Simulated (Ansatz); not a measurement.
BN: comparing deformations

Computed with DFT r2SCAN, scalar-relativistic, plane waves, PAW in Ansatz. The runs took a 500 eV cutoff, a Γ-centred 12×12×12 mesh and Gaussian smearing (0.05 eV). No spin polarisation. Energies are free energies at this smearing, counted from the undisturbed cell; pressure is positive in compression.

The undisturbed cell (relaxed at this level):

```
CELL_PARAMETERS angstrom
0.00000 1.80481 1.80481
1.80481 0.00000 1.80481
1.80481 1.80481 0.00000
ATOMIC_POSITIONS crystal
B 0.00000 0.00000 0.00000
N 0.75000 0.75000 0.75000
```

The cell is strained by ε times a Voigt pattern (xx, yy, zz, yz, xz, xy; engineering shear) with fractional coordinates fixed. τ = (1/V0) dE/dε comes from the stress tensor. Of each scan, only the three points used here are listed.

```csv
pattern,ε,τ (GPa)
"(0, 0, 0, 0, 0, 1)",-0.0075,-3.51
"(0, 0, 0, 0, 0, 1)",0.0000,0.00
"(0, 0, 0, 0, 0, 1)",0.0075,3.51
"(0, 0, 1, 0, 0, 0)",-0.0150,-12.60
"(0, 0, 1, 0, 0, 0)",0.0000,-0.04
"(0, 0, 1, 0, 0, 0)",0.0150,12.12
```

Problem. Which constants do the scans give, and which deformation costs least for the same size of strain tensor?

Solution. The slope dτ/dε at zero (parabola through three points) is pᵀCp: (0, 0, 0, 0, 0, 1) gives C44 = 468 GPa; (0, 0, 1, 0, 0, 0) gives C11 = 824 GPa. The size of the strain tensor, ε:ε, is ε² times 0.5, 1.0. Per unit of it the stiffnesses are 936, 824 GPa, so (0, 0, 1, 0, 0, 0) is the softest of these: at ε:ε = (1 %)² the quadratic term costs 1.51 meV/atom against 1.72 for the stiffest. These are clamped-ion values.

Forces appear on the atoms along this scan, and letting them relax would lower the energy and soften the response.

Cost: 18 runs of about 0.72 core-minutes in all, on Intel Xeon 6975P-C (Granite Rapids) (shared hosts).